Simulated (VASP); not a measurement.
# BaS (Fm-3m) in VASP: further runs, part 2 of 2

VASP 6.6.1. Earlier steps stand in the parts before.

## (4) Relaxation of cell and atoms, RPBE

INCAR reads:

```
PREC = Accurate
ENCUT = 600
EDIFF = 1E-7
ISMEAR = 0
SIGMA = 0.02
LREAL = False
LASPH = True
NELM = 80
ALGO = Normal
ISIF = 3
LWAVE = False
LCHARG = False
GGA = RP
IBRION = 2
NSW = 90
EDIFFG = -0.005
```

KPOINTS reads:

```
regular mesh
0
Gamma
  8 8 8
```

POSCAR reads:

```
BaS
1.0
    0.0000000000      3.2256756200      3.2256756200
    3.2256756200      0.0000000000      3.2256756200
    3.2256756200      3.2256756200      0.0000000000
Ba S
1 1
Direct
    0.0000000000      0.0000000000      0.0000000000
    0.5000000000      0.5000000000      0.5000000000
```

Potentials or basis: VASP PAW PBE potentials, release 64 (Ba_sv, S).

Command:

```console
$ cat potpaw_PBE.64/Ba_sv/POTCAR potpaw_PBE.64/S/POTCAR > POTCAR
$ mpirun -np 1 vasp_std > vasp.out
```

OUTCAR:

```text
PREC = Accurate
   ENCUT = 600
   EDIFF = 1E-7
   ISMEAR = 0
   LREAL = False
   LASPH = True
   NELM = 80
   ISIF = 3
   GGA = RP
   IBRION = 2
   NSW = 90
   EDIFFG = -0.005

 ion  position               nearest neighbor table
   1  0.000  0.000  0.000-   2 3.23   2 3.23   2 3.23   2 3.23   2 3.23   2 3.23
   2  0.500  0.500  0.500-   1 3.23   1 3.23   1 3.23   1 3.23   1 3.23   1 3.23

  LATTYP: Found a face centered cubic cell.
 ALAT       =     6.4513512400

  Lattice vectors:

 A1 = (   0.0000000000,   3.2256756200,   3.2256756200)
 A2 = (   3.2256756200,   0.0000000000,   3.2256756200)
 A3 = (   3.2256756200,   3.2256756200,   0.0000000000)

Analysis of symmetry for initial positions (statically):
=====================================================================
 Subroutine PRICEL returns:
 Original cell was already a primitive cell.

 Routine SETGRP: Setting up the symmetry group for a
 face centered cubic supercell.

 Subroutine GETGRP returns: Found 48 space group operations
 (whereof 48 operations were pure point group operations)
 out of a pool of 48 trial point group operations.

The static configuration has the point symmetry O_h .

Analysis of symmetry for dynamics (positions and initial velocities):
=====================================================================
 Subroutine PRICEL returns:
 Original cell was already a primitive cell.

 Routine SETGRP: Setting up the symmetry group for a
 face centered cubic supercell.

 Subroutine GETGRP returns: Found 48 space group operations
 (whereof 48 operations were pure point group operations)
 out of a pool of 48 trial point group operations.

The dynamic configuration has the point symmetry O_h .

 Subroutine INISYM returns: Found 48 space group operations
 (whereof 48 operations are pure point group operations),
 and found     1 'primitive' translations

----------------------------------------------------------------------------------------

                                     Primitive cell

  volume of cell :      67.1262

  direct lattice vectors                    reciprocal lattice vectors
     0.000000000  3.225675620  3.225675620    -0.155006287  0.155006287  0.155006287
     3.225675620  0.000000000  3.225675620     0.155006287 -0.155006287  0.155006287
     3.225675620  3.225675620  0.000000000     0.155006287  0.155006287 -0.155006287

  length of vectors
     4.561794210  4.561794210  4.561794210     0.268478764  0.268478764  0.268478764

  position of ions in fractional coordinates (direct lattice)
     0.000000000  0.000000000  0.000000000
     0.500000000  0.500000000  0.500000000

  ion indices of the primitive-cell ions
   primitive index   ion index
                 1           1
                 2           2

----------------------------------------------------------------------------------------

 KPOINTS: regular mesh

Automatic generation of k-mesh.
 Grid dimensions read from file:
 generate k-points for:    8    8    8

 Generating k-lattice:

  Cartesian coordinates                     Fractional coordinates (reciprocal lattice)
    -0.019375786  0.019375786  0.019375786     0.125000000  0.000000000  0.000000000
[... 52 lines left out ...]
   ICHARG =      2    charge: 1-file 2-atom 10-const
   ISPIN  =      1    spin polarized calculation?
   LNONCOLLINEAR =      F non collinear calculations
   LSORBIT =      F    spin-orbit coupling
   LASPH  =      T    aspherical Exc in radial PAW
   ENCUT  =  600.0 eV  44.10 Ry    6.64 a.u.   9.11  9.11  9.11*2*pi/ulx,y,z
   NELM   =     80;   NELMIN=  2; NELMDL= -5     # of ELM steps
   EDIFF  = 0.1E-06   stopping-criterion for ELM
   LREAL  =      F    real-space projection
   EDIFFG = -.5E-02   stopping-criterion for IOM
   NSW    =     90    number of steps for IOM
   IBRION =      2    ionic relax: 0-MD 1-quasi-New 2-CG
   NFREE  =      1    steps in history (QN), initial steepest desc. (CG)
   ISIF   =      3    stress and relaxation
   ISYM   =      2    0-nonsym 1-usesym 2-fastsym
   POTIM  = 0.5000    time-step for ionic-motion
   TEBEG  =    0.0;   TEEND  =   0.0 temperature during run
   PSTRESS=    0.0 pullay stress
   NELECT =      16.0000    total number of electrons
   NUPDOWN=      -1.0000    fix difference up-down
   EMIN   =  10.00;   EMAX   =-10.00  energy-range for DOS
   EFERMI =   0.00;   METHOD = LEGACY
   ISMEAR =     0;   SIGMA  =   0.02  broadening in eV -4-tet -1-fermi 0-gaus
   EFERMI_NEDOS =   21; number of points for ismear=-14 and -15
   IALGO  =     38    algorithm
   IMIX   =      4    mixing-type and parameters
     AMIX     =   0.40;   BMIX     =  1.00
     AMIX_MAG =   1.60;   BMIX_MAG =  1.00
  volume/ion in A,a.u.               =      33.56       226.49
  Fermi-wavevector in a.u.,A,eV,Ry     =   1.015042  1.918152 14.018230  1.030311
  Thomas-Fermi vector in A             =   2.148305
   LORBIT       =      0    0 simple, 1 ext, 2 COOP (PROOUT), +10 PAW based schemes
   GGA     = RP    functional components
   LHFCALC =     F    Hartree Fock is set to
   AEXX    =    0.0000 exact exchange contribution
   IVDW    =     0    specifies the selected vdW correction
   LEPSILON=     F    determine dielectric tensor
   LRPA    =     F    only Hartree local field effects (RPA)
 conjugate gradient relaxation of ions
 non-spin polarized calculation
 Gauss-broadening in eV      SIGMA  =   0.02
  energy-cutoff  :      600.00
  volume of cell :       67.13
 maximum number of plane-waves:      2272
   NGX = 19   NGY = 19   NGZ = 19

--------------------------------------- Ionic step        1  -------------------------------------------

 number of electron      16.0000001 magnetization

 Free energy of the ion-electron system (eV)
  ---------------------------------------------------
  ext. energy  EPLUGINS =         0.00000000
  ---------------------------------------------------
  free energy    TOTEN  =        -9.64178816 eV

  energy without entropy =       -9.64178816  energy(sigma->0) =       -9.64178816

------------------------ aborting loop because EDIFF is reached ----------------------------------------

  FORCE on cell =-STRESS in cart. coord.  units (eV):
  Direction    XX          YY          ZZ          XY          YZ          ZX
  --------------------------------------------------------------------------------------
  -------------------------------------------------------------------------------------
  Total        0.6839745      0.6839745      0.6839745      0.0000000     -0.0000000      0.0000000
  in kB       16.3251957     16.3251957     16.3251957      0.0000000     -0.0000000      0.0000000
  external PRESSURE =      16.3251957 kB  Pullay stress =       0.0000000 kB
[... 59 lines left out ...]
--------------------------------------- Ionic step        3  -------------------------------------------

 number of electron      15.9999999 magnetization

 Free energy of the ion-electron system (eV)
  ---------------------------------------------------
  ext. energy  EPLUGINS =         0.00000000
  ---------------------------------------------------
  free energy    TOTEN  =        -9.65538353 eV

  energy without entropy =       -9.65538353  energy(sigma->0) =       -9.65538353

 E-fermi :   1.3612     XC(G=0):  -8.1108

 val. band max:        1.2266940406   @ k =   0.0000   0.0000   0.0000
 cond. band min:       3.5845418251   @ k =   0.5000   0.5000   0.0000
 fundamental gap:      2.3578477845
 Fermi energy:         1.3612469278

 k-point     1 :       0.0000    0.0000    0.0000
  band No.  band energies     occupation
      1     -25.1270      2.00000
      2     -10.2040      2.00000
      3     -10.2040      2.00000
      4     -10.2040      2.00000
      5      -9.0118      2.00000
      6       1.2267      2.00000
      7       1.2267      2.00000
      8       1.2267      2.00000
      9       4.7304      0.00000
     10       5.1739      0.00000
     11       5.1739      0.00000
     12       5.1739      0.00000
[... 331 lines left out ...]
 k-point    24 :      -0.3750    0.2500    0.1250
  band No.  band energies     occupation
      1     -25.0920      2.00000
      2     -10.8568      2.00000
      3     -10.3468      2.00000
      4     -10.2811      2.00000
      5      -8.3263      2.00000
      6      -0.1084      2.00000
      7       0.4524      2.00000
      8       0.5045      2.00000
      9       5.9300      0.00000
     10       6.0722      0.00000
     11       7.6513      0.00000
     12       7.7972      0.00000

 [... further k-points ...]

------------------------ aborting loop because EDIFF is reached ----------------------------------------

  FORCE on cell =-STRESS in cart. coord.  units (eV):
  Direction    XX          YY          ZZ          XY          YZ          ZX
  --------------------------------------------------------------------------------------
  -------------------------------------------------------------------------------------
  Total        0.0015162      0.0015162      0.0015162     -0.0000000      0.0000000      0.0000000
  in kB        0.0347562      0.0347562      0.0347562     -0.0000000      0.0000000      0.0000000
  external PRESSURE =       0.0347562 kB  Pullay stress =       0.0000000 kB
[... 17 lines left out ...]
  FREE ENERGIE OF THE ION-ELECTRON SYSTEM (eV)
  ---------------------------------------------------
  free  energy   TOTEN  =        -9.6553835266 eV

  energy  without entropy=       -9.6553835266  energy(sigma->0) =       -9.65538353

 reached required accuracy - stopping structural energy minimisation
```

Wall time 40 s (1 thread of AMD EPYC 9R45 (Zen 5), shared host); peak memory 0.2 GiB.

Results:

```yaml
Free_energy: -9.6554 eV
Relaxed_volume: 34.95 Å³/atom
Relaxed_cell: a = 4.624 Å, b = 4.624 Å, c = 4.624 Å, α = 60.00°, β = 60.00°, γ = 60.00°
Space_group_after_relaxing_to_0.05_Å: Fm-3m (No. 225)
Energy_gained_by_relaxing: 6.8 meV/atom
Ionic_steps: 3
Pressure_after_relaxing: 0.0 GPa
Band_gap_on_the_k_mesh: 2.36 eV, indirect (least direct gap 2.52 eV)
```

Step by step:
```
step  energy change (eV)  largest force (eV/Å)  pressure (GPa)  volume (Å³)
   1              0.0000                0.0000            1.63        67.13
   2             -0.0130                0.0000           -0.31        70.50
   3             -0.0136                0.0000            0.00        69.89
```

Final structure:
```
Ba S
1.0
     0.00000    3.26942    3.26942
     3.26942    0.00000    3.26942
     3.26942    3.26942    0.00000
Ba S
1 1
Cartesian
  0.0000 0.0000 0.0000
  3.2694 3.2694 3.2694
```

Levels at points of the mesh, in eV from the valence-band top:
| k point | band 6 | band 7 | band 8 | band 9 | band 10 | band 11 |
| --- | --- | --- | --- | --- | --- | --- |
| (0.00, 0.00, 0.00) | 0.00 | 0.00 | 0.00 | 3.50 | 3.95 | 3.95 |
| (0.50, 0.00, 0.00) | -1.73 | -0.95 | -0.95 | 5.41 | 5.66 | 6.11 |
| (0.50, 0.50, 0.00) | -0.57 | -0.16 | -0.16 | 2.36 | 5.73 | 5.76 |

Caveat: the PAW data sets were made with another functional, which shifts forces and pressure a little; spin-orbit coupling is left out, which moves the levels of the heavy elements. A hybrid or GW would open this gap; RPBE tends to underestimate it.

## (5) Summary

| task | level | cell | cutoff (eV) | gap on the mesh (eV) | pressure (GPa) | relaxed volume (Å³/atom) |
| --- | --- | --- | --- | --- | --- | --- |
| single point | PBEsol | as given | 520 | 2.03 | -1.7 | - |
| relaxation of cell and atoms | PBEsol | relaxed | 580 | 1.96 | 0.0 | 32.20 |
| relaxation of cell and atoms | RPBE | relaxed | 600 | 2.36 | 0.0 | 34.95 |

Alike in all rows: potentials or basis VASP PAW PBE potentials, release 64 (Ba_sv, S); no spin polarisation; k mesh 8 × 8 × 8; smearing gaussian 0.02 eV.

Caveats: the PAW data sets were made with another functional, which shifts forces and pressure a little; spin-orbit coupling is left out, which moves the levels of the heavy elements.

Absolute energies hang on the potentials; compare differences alone.

## (6) Comparison with measurements

Step 2. Against the measured gap of BaS, 3.806 eV (indirect; 2 K; a printed reference work, monograph, original work of 1988), the calculated 2.03 eV is off by -1.77 eV. Spin-orbit coupling on Ba is left out. The value is that of PBEsol on a finite k mesh, which can miss the band edges, without temperature or zero-point motion. Semilocal functionals fall short of measured gaps as a rule. The cell is a database's relaxed one, not the measured one, which moves gaps too.
